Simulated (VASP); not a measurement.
# KI: convergence, energy along a vibration (SMASS = -2)

KI, Fm-3m (no. 225), atoms displaced along the mode, 2 atoms in the cell. LDA, energy along a line of displacements; PAW potentials I, K_pv (LDA set). VASP 6.6.1.

Wanted: harmonic frequency within 1 %.

Space group without the displacement: Fm-3m (no. 225); Mode: optical mode at Gamma along x.

POSCAR of the starting run:
```
KI
1.0
    0.0000000000      3.5327750000      3.5327750000
    3.5327750000      0.0000000000      3.5327750000
    3.5327750000      3.5327750000      0.0000000000
I K
1 1
Direct
    0.5026667761      0.4973332239      0.4973332239
   -0.0086557678      0.0086557678      0.0086557678

    0.0047105600   0.0000000000   0.0000000000
   -0.0152894400   0.0000000000   0.0000000000
```

The series start from k mesh: 4 × 4 × 4; Cutoff (eV): 260; Step along the mode (Å): 0.02; Electronic threshold (eV): 1e-7. Each series keeps the choices made before it, and each single choice may use up half of a tolerance.

## k mesh

| k mesh | Harmonic frequency (THz) | Time (s) |
|---|---|---|
| 2 × 2 × 2 | 2.527 | 6.4 |
| 3 × 3 × 3 | 2.728 | 8.0 |
| 4 × 4 × 4 | 2.745 | 15 |
| 5 × 5 × 5 | 2.747 | 24 |
| 6 × 6 × 6 (reference) | 2.747 | 38 |

Chosen: 4 × 4 × 4, the loosest value from which every tighter one stays within half of the tolerance.

## Cutoff (eV)

| Cutoff (eV) | Harmonic frequency (THz) | Time (s) |
|---|---|---|
| 140 | 2.823 | 7.4 |
| 170 | 2.739 | 11 |
| 200 | 2.736 | 11 |
| 230 | 2.744 | 17 |
| 260 | 2.745 | 15 |
| 300 (reference) | 2.744 | 17 |

Chosen: 170.

## Electronic threshold (eV)

| Electronic threshold (eV) | Harmonic frequency (THz) | Time (s) |
|---|---|---|
| 0.001 | 2.743 | 5.7 |
| 0.0001 | 2.744 | 6.0 |
| 1e-5 | 2.744 | 7.1 |
| 1e-6 | 2.744 | 8.3 |
| 1e-7 | 2.744 | 8.5 |
| 1e-8 (reference) | 2.744 | 10 |

Chosen: 0.001.

Also changed on the way, by series that aren't shown: Step along the mode (Å): 0.08.

## All choices together

| Input | Harmonic frequency (THz) | Time (s) |
|---|---|---|
| defaults on a coarse mesh (naive) | 2.765 | 1.5 |
| chosen settings | 2.743 | 5.7 |
| reference settings throughout | 2.752 | 48 |

The tolerance is met.

## The input

INCAR:
```
GGA      = CA             # functional
PREC     = Accurate       # precision mode
ENCUT    = 170            # plane-wave cutoff, eV
EDIFF    = 0.001          # SCF threshold, eV
ALGO     = Normal         # electronic algorithm
LREAL    = F              # projectors in reciprocal space
LASPH    = T              # aspherical terms in the spheres
ISMEAR   = 0              # smearing method
SIGMA    = 0.03           # smearing width, eV
ISYM     = 0            
LWAVE    = F              # write WAVECAR
LCHARG   = F              # write CHGCAR
IBRION   = 0              # ionic algorithm
SMASS    = -2           
POTIM    = 1              # step
NSW      = 9              # ionic steps
NELMIN   = 4            
IWAVPR   = 11           
KPAR     = 2             
```

KPOINTS:
```
Automatic mesh
0
Gamma
  4 4 4
  0 0 0
```

POSCAR:
```
KI
1.0
    0.0000000000      3.5327750000      3.5327750000
    3.5327750000      0.0000000000      3.5327750000
    3.5327750000      3.5327750000      0.0000000000
I K
1 1
Direct
    0.5106671044      0.4893328956      0.4893328956
   -0.0346230712      0.0346230712      0.0346230712

    0.0188422398   0.0000000000   0.0000000000
   -0.0611577602   0.0000000000   0.0000000000
```

Commands:
```
cat potpaw_LDA.64/I/POTCAR potpaw_LDA.64/K_pv/POTCAR > POTCAR
mpirun -np 2 vasp_std > vasp.out
```

The naive input happens to agree within the tolerance here, in 1.5 s.

Limits: NELMIN = 4 forces that many electronic steps, so a loose EDIFF looks better here than it is.

The chosen input took VASP 6.6.1 5.7 s on 2 cores (Intel Xeon 6975P-C (Granite Rapids)), a shared host.

## An input that fails: POTIM multiplies the typed steps tenfold

It runs to its end, but against the unchanged starting input it is off by 2709 % in the harmonic frequency.

Changes against the starting input:
```
- POTIM = 1
+ POTIM = 10
```
